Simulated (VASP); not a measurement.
Set up this calculation in VASP 6.6.1, as the native input.

```yaml
Task: relaxation of cell and atoms
Functional: r2SCAN
Potentials_or_basis: VASP PAW PBE potentials, release 64 (Cd, S)
Cutoff: 600 eV
k_mesh: 8 × 8 × 5
Occupations: gaussian, width 0.02 eV
Spin: no spin polarisation
Further_INCAR_settings: ALGO = Normal; EDIFF = 1e-06; IBRION = 2; EDIFFG = -0.005; NSW = 80; ISIF = 3
```

The structure of CdS lies in POSCAR:

```
CdS
1.0
    4.1688381000      0.0000000000      0.0000000000
   -2.0844190000      3.6103197000      0.0000000000
    0.0000000000      0.0000000000      6.7796174000
Cd S
2 2
Direct
    0.6666666700      0.3333333300      0.5002243700
    0.3333333300      0.6666666700      0.0002243700
    0.6666666700      0.3333333300      0.8767756300
    0.3333333300      0.6666666700      0.3767756300
```

The cell is a database's computed one.

The input as run:

INCAR

```
  PREC = Accurate
  ENCUT = 600
  EDIFF = 1E-6
  ISMEAR = 0
  SIGMA = 0.02
  LREAL = False
  LASPH = True
  NELM = 120
  ALGO = Normal
  ISIF = 3
  LWAVE = False
  LCHARG = False
  METAGGA = R2SCAN
  LMIXTAU = True
  IBRION = 2
  NSW = 80
  EDIFFG = -0.005
  KPAR = 4
```

KPOINTS

```
regular mesh
0
Gamma
  8 8 5
```

Potentials or basis: VASP PAW PBE potentials, release 64 (Cd, S).

The run is started by

```console
$ cat potpaw_PBE.64/Cd/POTCAR potpaw_PBE.64/S/POTCAR > POTCAR
$ mpirun -np 4 vasp_std > vasp.out
```

It gave:

```yaml
Relaxed_volume: 25.51 Å³/atom
Relaxed_cell: a = 4.169 Å, b = 4.169 Å, c = 6.780 Å, α = 90.00°, β = 90.00°, γ = 120.00°
Space_group_after_relaxing_to_0.05_Å: P6_3mc (No. 186)
Energy_gained_by_relaxing: 0.0 meV/atom
Ionic_steps: 2
Pressure_after_relaxing: 0.0 GPa
Band_gap_on_the_k_mesh: 1.61 eV, direct
```

Caveat: the PAW data sets were made with another functional, which shifts forces and pressure a little.

It took 2.3 min on 4 MPI ranks on AMD EPYC 9R45 96-Core Processor (Zen 5), on a shared host, peak memory 0.3 GiB a rank.
